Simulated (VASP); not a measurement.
# Ir under changes of volume

One of the cells (13.996 Å³/atom); the others are scaled copies at fixed shape and fractional positions:

```
Ir
1.0
     2.70142    0.00000    0.00000
    -1.35071    2.33949    0.00000
     0.00000    0.00000    4.42912
Ir
2
Cartesian
  0.0000 1.5597 1.1073
  1.3507 0.7798 3.3218
```

This isn't the form of Ir at room conditions, which is fcc.

- Program: VASP 6.6.1
- Functional: LDA
- Potentials or basis: VASP PAW LDA potentials, release 64 (Ir)
- Cutoff: 520 eV
- k mesh: 10 × 10 × 6
- Occupations: fermi-dirac, width 0.05 eV
- Spin: no spin polarisation

| volume (Å³/atom) | energy over the lowest point (meV/atom) | pressure (GPa) |
| --- | --- | --- |
| 13.436 | 29.99 | 17.9 |
| 13.716 | 7.15 | 8.4 |
| 13.996 | 0.00 | -0.1 |
| 14.276 | ? | ? |
| 14.556 | 25.92 | -14.2 |

What does the run at 14.276 Å³/atom give?

Energy over the lowest point 6.79 meV/atom; pressure -7.6 GPa.

Worked out: A Birch-Murnaghan fit of order 2 (a polynomial in V^(-2/3)) to the other rows has its minimum at 14.00 Å³/atom with B0 = V·E''(V) = 399 GPa at fixed shape and positions, which overstates the stiffness. It gives 6.61 meV/atom at 14.276 Å³/atom, against the run's 6.79, and -dE/dV = -7.6 GPa, against -7.6.

Energies are extrapolated to zero smearing.
